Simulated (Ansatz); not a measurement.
An Ansatz input and the part of its output that reports the observables at the nuclei.

The start is a COD entry.

```yaml
crystal:
  lattice:
    - [4.5318, 0.0, 0.0]
    - [0.0, 5.5019, 0.0]
    - [0.0, 0.0, 4.9063]
  atoms:
    - { symbol: Ti, position: [0.0, 0.1704, 0.25] }
    - { symbol: Ti, position: [0.5, 0.3296, 0.75] }
    - { symbol: Ti, position: [0.0, 0.8296, 0.75] }
    - { symbol: Ti, position: [0.5, 0.6704, 0.25] }
    - { symbol: O, position: [0.2716, 0.3814, 0.4142] }
    - { symbol: O, position: [0.2284, 0.1186, 0.9142] }
    - { symbol: O, position: [0.7716, 0.1186, 0.5858] }
    - { symbol: O, position: [0.7284, 0.3814, 0.0858] }
    - { symbol: O, position: [0.7284, 0.6186, 0.5858] }
    - { symbol: O, position: [0.7716, 0.8814, 0.0858] }
    - { symbol: O, position: [0.2284, 0.8814, 0.4142] }
    - { symbol: O, position: [0.2716, 0.6186, 0.9142] }
kpoints:
  mp_grid: { grid: [5, 4, 4] }
scf:
  occupations: { method: fermi_dirac, width: 0.02 }
hamiltonian:
  xc: pbe
  pseudopotentials: { kind: paw }
output:
  forces: true
  stress: true
  populations: true
  efg:
    quadrupole_moments_barn: { Ti: 0.247, O: -0.02558 }
    contact_densities: true
relax:
  f_tol: 0.02
  max_steps: 60
```

```sh
ansatz run input.yaml --threads 1 --pin off --max-ram 2560MiB --backend cpu --events-out ev --progress --plain --runs-dir out
```

The run relaxes the ions first, and the block belongs to the relaxed positions.

Of the output, the block on the nuclei alone is shown; the set-up, the SCF iterations, energies, forces and stress are cut. One atom of each set with nearly equal values is shown.

```
--- PAW observables at the nuclei: V_zz in 10²¹ V/m², potentials from the cell's mean, atoms counted from 1 ---
  atom   1  Ti V_zz =    +2.825354   η = 0.5106   by run symmetry: allowed   C_q = +16.8742 MHz
            electrostatic potential = -2527.549887 V   contact ρ = 56792.314403 e/Å³
  atom   5  O  V_zz =    -2.713235   η = 0.5290   by run symmetry: allowed   C_q = +1.6782 MHz
            electrostatic potential = -625.144976 V   contact ρ = 2157.545066 e/Å³
```

At this cell the PBE pressure is 6 GPa, so with PBE the cell would grow if it were relaxed.
